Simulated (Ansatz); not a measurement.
# FeSi: the cost of one run

Program: Ansatz 0.2.0. Level of theory: DFT PBEsol, scalar-relativistic, plane waves, PAW. These are calculated values, not measurements.

1 further run of the same task is left out (set aside as unsound or not needed).

### Step 1. Starting point

Symmetry: Pm-3m, No. 221, cubic system. The conventional cell has a = 2.823 Å, b = 2.823 Å, c = 2.823 Å, α = 90.00°, β = 90.00°, γ = 90.00°. Around Al (site symmetry m-3m) lie 8 Co at 2.44 Å. Co (site symmetry m-3m) has 8 Al at 2.44 Å as nearest neighbours.

Structure file:

```
CELL_PARAMETERS angstrom
2.82259 0.00000 0.00000
0.00000 2.82259 0.00000
0.00000 0.00000 2.82259
ATOMIC_POSITIONS crystal
Al 0.00000 0.00000 0.00000
Co 0.50000 0.50000 0.50000
```

It goes back to an entry of the Materials Project.

This cell was relaxed beforehand with the same method: volume 11.24 Å³/atom, gap on the mesh none (metal).

### Step 2. Swap Al → Si, Co → Fe

FeSi starts from the relaxed positions of AlCo, with all lengths scaled by 0.989, a guess from tabulated radii. Atoms that may carry a moment start with parallel spins.

### Step 3. Probe: one point at the start (FeSi)

input.yaml

```yaml
crystal:
  lattice:
    - [2.7921326595, 0.0, 0.0]
    - [0.0, 2.7921326595, 0.0]
    - [0.0, 0.0, 2.7921326595]
  atoms:
    - { symbol: Si, position: [0.0, 0.0, 0.0] }
    - { symbol: Fe, position: [0.5, 0.5, 0.5], spin: 4.0 }
basis:
  ecutwfc: 420
kpoints:
  mp_grid: { grid: [6, 6, 6] }
hamiltonian:
  xc: pbesol
scf:
  occupations: { method: gaussian, width: 0.1 }
  lower_state_search: "off"
output:
  forces: true
  stress: true
  eigenvalues: true
  populations: true
magnetization:
  spin_polarized: true
```

The run is started by

```
$ ansatz run input.yaml --threads 1 --pin off --max-ram 2560MiB --backend cpu --events-out ev --progress --plain --runs-dir out
```

Q: Estimate wall time and peak memory on 1 thread of Arm Neoverse V1, shared host.

About 3 s, with a peak of 0.26 GiB.
